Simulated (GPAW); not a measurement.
The system is C.

```
CELL_PARAMETERS angstrom
2.52210 0.00000 0.00000
-1.26105 2.18420 0.00000
0.00000 0.00000 8.23710
ATOMIC_POSITIONS crystal
C 0.66667 0.33333 0.84375
C 0.33333 0.66667 0.15625
C 0.33333 0.66667 0.34375
C 0.66667 0.33333 0.65625
C 0.00000 0.00000 0.90625
C 0.00000 0.00000 0.09375
C 0.00000 0.00000 0.40625
C 0.00000 0.00000 0.59375
```

This is a hexagonal form of diamond, not graphite.

Base run:

```yaml
Program: GPAW 26.7.0
Functional: r4SCAN
Potentials_or_basis: GPAW PAW data sets (gpaw-data 1.2.1)
Cutoff: 800 eV
Basis: pw
k_mesh: 7 × 7 × 2
Occupations: fermi-dirac, width 0.05 eV
Spin: no spin polarisation
```

Its results: band gap on the k mesh 4.71 eV, indirect (least direct gap 5.55 eV); largest force 0.415 eV/Å.

Q: The run is repeated on the same cell with these changes: functional from r4SCAN to vdW-DF2; k mesh from 7 × 7 × 2 to 12 × 12 × 4. What comes out?

A: Band gap on the k mesh 4.98 eV, indirect (least direct gap 5.44 eV); largest force 0.358 eV/Å.

Several settings changed at once, so the effect can't be laid on one alone.

Caveats: the PAW data sets were made with another functional, which shifts forces and pressure a little; Wannier best start found once (some runs).

Not every run made on this cell is shown here.
